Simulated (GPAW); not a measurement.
**Bi2Se3 (Paraguanajuatite): single point with PBE**

The system is Bi2Se3 (Paraguanajuatite).

```
Bi Se
1.0
     2.07150    1.19598    9.54533
    -2.07150    1.19598    9.54533
     0.00000   -2.39196    9.54533
Bi Se
2 3
Direct
  0.59920 0.59920 0.59920
  0.40080 0.40080 0.40080
  0.78830 0.78830 0.78830
  0.21170 0.21170 0.21170
  0.00000 0.00000 0.00000
```

| Property | Result |
| --- | --- |
| Program | GPAW 26.7.0 |
| Task | single point |
| Functional | PBE |
| Potentials or basis | GPAW PAW data sets (gpaw-data 1.2.1) |
| Cutoff | 500 eV |
| Basis | pw |
| k mesh | 6 × 6 × 6 |
| Occupations | fermi-dirac, width 0.05 eV |
| Spin | no spin polarisation |

```json
{
  "Pressure": "2.4 GPa",
  "Largest force": "0.192 eV/Å",
  "Band gap on the k mesh": "0.20 eV, direct"
}
```

Forces on the atoms (eV/Å):
```
Bi   0.000  0.000  0.192
Bi   0.000  0.000 -0.192
Se   0.000  0.000  0.179
Se   0.000  0.000 -0.179
Se   0.000  0.000  0.000
```

Levels at points of the mesh, in eV from the valence-band top:
| k point | band 21 | band 22 | band 23 | band 24 | band 25 | band 26 | band 27 | band 28 |
| --- | --- | --- | --- | --- | --- | --- | --- | --- |
| (0.00, 0.00, 0.00) | -1.90 | -1.24 | -1.24 | 0.00 | 0.20 | 1.37 | 1.37 | 2.11 |
| (0.50, 0.00, 0.00) | -3.01 | -2.16 | -1.27 | -0.56 | 0.81 | 1.90 | 2.94 | 3.13 |
| (0.50, 0.50, 0.00) | -1.91 | -1.90 | -1.67 | -1.01 | 1.31 | 1.93 | 2.57 | 2.97 |
| (0.50, 0.50, 0.50) | -1.54 | -1.41 | -1.41 | -0.46 | 0.61 | 1.68 | 1.68 | 2.05 |

It took 6.4 min on 1 thread of Arm Neoverse V1, with other jobs on the host, peak memory 0.51 GiB.

Caveat: the cutoff is short for stress and forces, so pressures can be off by a GPa or more; spin-orbit coupling is left out, which as a rule narrows the gap of such compounds by several tenths of an eV; the program warned that so skewed a cell can give wrong results. Expect the measured gap to be larger: semilocal functionals such as PBE lack the derivative discontinuity.
